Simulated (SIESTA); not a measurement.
The system is Ti2O.

```xyz
3
Lattice="2.9194 0.0000 0.0000 -1.4597 2.5283 0.0000 0.0000 0.0000 4.7130" Properties=species:S:1:pos:R:3 pbc="T T T"
Ti    0.0000    1.6855    3.3993
Ti    1.4597    0.8428    1.3137
O     0.0000    0.0000    0.0000
```

Base run:

```yaml
Program: SIESTA 5.4.2
Functional: PBEsol
Potentials_or_basis: PseudoDojo 0.4 standard (PBEsol files)
Basis: DZP (energy shift 0.003 Ry; two zetas on semicore shells)
Grid_cutoff: 800 Ry
Energy_shift: 0.003 Ry
k_mesh: 10 × 10 × 6
Occupations: fermi-dirac, width 0.05 eV
Spin: no spin polarisation
```

Its results: band gap on the k mesh none (metal or under the smearing width); pressure 6.0 GPa; largest force 1.195 eV/Å.

**Question.** The run is repeated on the same cell with these changes: basis from DZP (energy shift 0.003 Ry; two zetas on semicore shells) to SZP (energy shift 0.003 Ry). What comes out?

**Answer.** Band gap on the k mesh none (metal or under the smearing width); pressure 8.6 GPa; largest force 1.316 eV/Å.

Caveats: the basis of atomic orbitals isn't converged, which shifts pressures, moduli and gaps; semilocal functionals often make such compounds metallic where correlation or magnetic order opens a gap, which also shifts bond lengths; forces of over 1 eV/Å show positions far from the minimum, so gaps and moduli don't describe the material at rest.
